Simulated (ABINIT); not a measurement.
Crystal: PbF2 (Fluorocronite).

```
Pb F
1.0
     0.00000    2.96366    2.96366
     2.96366    0.00000    2.96366
     2.96366    2.96366    0.00000
Pb F
1 2
Direct
  0.00000 0.00000 0.00000
  0.75000 0.75000 0.75000
  0.25000 0.25000 0.25000
```

Base run:

```yaml
Program: ABINIT 10.8.3 (patched build)
Functional: PBE
Potentials_or_basis: PseudoDojo NC SR PBE v0.4.1 standard
Cutoff: 1143 eV
k_mesh: 8 × 8 × 8
Occupations: fermi-dirac, width 0.05 eV
Spin: no spin polarisation
```

Its results: band gap on the k mesh 4.43 eV, indirect (least direct gap 4.58 eV); pressure 2.7 GPa.

The run is repeated on the same cell with these changes: functional from PBE to rPW86PBE; potentials or basis from PseudoDojo NC SR PBE v0.4.1 standard to JTH PAW PBE v2.0; cutoff from 1143 eV to 626 eV. What comes out?

Band gap on the k mesh 4.39 eV, indirect (least direct gap 4.53 eV); pressure 4.1 GPa.

Caveats: spin-orbit coupling is left out, which as a rule narrows the gap of such compounds by several tenths of an eV; the PAW data sets were made with another functional, which shifts forces and pressure a little (some runs).
